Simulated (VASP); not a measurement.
The system is BeTe.

```
CELL_PARAMETERS angstrom
0.00000 5.66852 5.66852
5.66852 0.00000 5.66852
5.66852 5.66852 0.00000
ATOMIC_POSITIONS crystal
Be 0.00000 0.00000 0.00000
Be 0.00000 0.00000 0.50000
Be 0.00000 0.50000 0.00000
Be 0.00000 0.50000 0.50000
Be 0.50000 0.00000 0.00000
Be 0.50000 0.00000 0.50000
Be 0.50000 0.50000 0.00000
Be 0.50000 0.50000 0.50000
Te 0.37500 0.37500 0.37500
Te 0.37500 0.37500 0.87500
Te 0.37500 0.87500 0.37500
Te 0.37500 0.87500 0.87500
Te 0.87500 0.37500 0.37500
Te 0.87500 0.37500 0.87500
Te 0.87500 0.87500 0.37500
Te 0.87500 0.87500 0.87500
```

The cell was built by a generator and needn't be a form met in nature.

* Program: VASP 6.6.1
* Task: phonon dispersion
* Functional: PBE
* Potentials or basis: VASP PAW PBE potentials, release 64 (Be, Te)
* Cutoff: 520 eV
* k mesh: 3 × 3 × 3
* Occupations: gaussian, width 0.03 eV
* Spin: no spin polarisation
* Long-range dipole term: yes
* Supercell matrix: [2, 0, 0, 0, 2, 0, 0, 0, 2]
* Further INCAR settings: LREAL = Auto; ALGO = Normal; EDIFF = 1e-07; IBRION = 6; POTIM = 0.015; NSW = 1

Is this structure dynamically stable at this level, and how far does the spectrum reach?

Yes, as far as this q mesh shows: no mode on the path is imaginary. The highest frequency is 529 cm⁻¹.

Phonon frequencies at the corners of the path (cm⁻¹, interpolated; i marks imaginary ones):
```csv
point,frequencies
Γ,0 0 0 456 456 490
X,98 98 156 413 413 529
W,109 116 144 415 470 476
K,91 122 147 423 439 500
L,70 70 155 442 442 494
U,91 122 147 423 439 500
```

A q mesh this small can miss soft modes between its points.
